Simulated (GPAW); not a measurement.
A run of GPAW 26.7.0 is set up as follows.

The input run.py:

```python
import numpy as np
from ase import Atoms
from ase.units import Ha
from gpaw import PW
from gpaw.dft import DFT
from gpaw.hubbard import aoom

atoms = Atoms(['Ti', 'O'],
              cell=[[2.70834008, 0.0, 0.0],
                    [0.0, 2.70834008, 0.0],
                    [0.0, 0.0, 2.70834008]],
              scaled_positions=[[0.0, 0.0, 0.0],
                                [0.5, 0.5, 0.5]],
              pbc=True)
atoms.set_initial_magnetic_moments([2.0, 0.0])

def hold(setup, l, U, n_smm):
    """Build the Hubbard potential of this atom from a typed occupation matrix."""
    free = setup.hubbard_u.calculate

    def calculate(setup, D_sii):
        energy, dH_sii = free(setup, D_sii)
        m = 2 * l + 1
        first = np.cumsum([0] + [2 * x + 1 for x in setup.l_j])
        blocks = [slice(first[j], first[j] + m) for j, x in enumerate(setup.l_j) if x == l]
        for s, n_mm in enumerate(n_smm):
            _, V_ii = aoom(D_sii[s], l, setup.l_j, setup.n_j, setup.N0_q)
            for i1 in blocks:
                for i2 in blocks:
                    V_ii[i1, i2] *= U / Ha / 2 * (np.eye(m) - 2 * np.array(n_mm))
            dH_sii[s] = V_ii
        return energy, dH_sii

    setup.hubbard_u.calculate = calculate
    return free

# occupation matrices [spin][m][m'] in real spherical harmonics, m = -l ... l
start = {
    0: [[[0.78, -0.2697, 0.1909, 0.2408, -0.0664],
         [-0.2697, 0.1038, -0.1266, -0.0432, -0.0486],
         [0.1909, -0.1266, 0.3963, -0.1722, 0.3964],
         [0.2408, -0.0432, -0.1722, 0.2272, -0.2934],
         [-0.0664, -0.0486, 0.3964, -0.2934, 0.4928]],
        [[0.0, 0.0, 0.0, 0.0, 0.0],
         [0.0, 0.0, 0.0, 0.0, 0.0],
         [0.0, 0.0, 0.0, 0.0, 0.0],
         [0.0, 0.0, 0.0, 0.0, 0.0],
         [0.0, 0.0, 0.0, 0.0, 0.0]]],
}

dft = DFT(atoms,
          mode=PW(600),
          xc='LDA',
          kpts={'size': (7, 7, 7), 'gamma': True},
          occupations={'name': 'methfessel-paxton', 'order': 0, 'width': 0.05},
          setups={0: ':d,2.0'},
          nbands=21,
          convergence={'density': 0.0001, 'energy': 1e-05},
          maxiter=120,
          symmetry={'point_group': False},
          converge=False,
          txt='gpaw.txt')
free = {a: hold(dft.setups[a], l, 2, start[a]) for a, l in {0: 2}.items()}
dft.converge(steps=14)
for a, calculate in free.items():
    dft.setups[a].hubbard_u.calculate = calculate
dft.converge()
print(f'Energy: {dft.calculate_energy():.6f} eV')
print('Forces (eV/A):')
print(dft.calculate_forces().round(4))
print('Stress (eV/A^3):', dft.calculate_stress().round(6))
print('Moments:', dft.magmoms()[1][:, 2].round(3))
dft.write_converged()
dft.write_gpw_file('gs.gpw')
for a, l in {0: 2}.items():
    setup = dft.setups[a]
    for s, D_ii in enumerate(dft.density.D_asii[a]):
        n_mm = aoom(D_ii, l, setup.l_j, setup.n_j, setup.N0_q)[0]
        print(f'atom {a} spin {s} trace {n_mm.trace():.4f} eigenvalues', *np.linalg.eigvalsh(n_mm).round(3))
        np.savetxt(f'occupation-{a}-{s}.dat', n_mm, fmt='%8.4f')
```

Potentials or basis: the program's PAW data sets (release 1.2.1) made for this functional, pw.

The run is started by

```sh
$ OMP_NUM_THREADS=1 python run.py
```

Problem. Estimate the band gap on the k mesh.

Solution. None (metal or under the smearing width).

Problem. Estimate the net moment.

Solution. 0.18 μB per cell.

Problem. What does it give for the site moments?

Solution. Ti +0.13; O +0.01 μB.

Eigenvalues of the final occupation matrices:
| site | spin | trace | eigenvalues |
| --- | --- | --- | --- |
| atom 1  | 1 | 1.21 | 0.07 0.07 0.07 0.51 0.51 |
| atom 1  | 2 | 1.03 | 0.07 0.07 0.07 0.42 0.42 |

Caveat: the cutoff is short for stress and forces, so pressures can be off by a GPa or more; the occupation matrix was held by a function in the script for the first cycles and then freed; the end state hangs on it. The state reached can hang on the start; a lower one may exist.
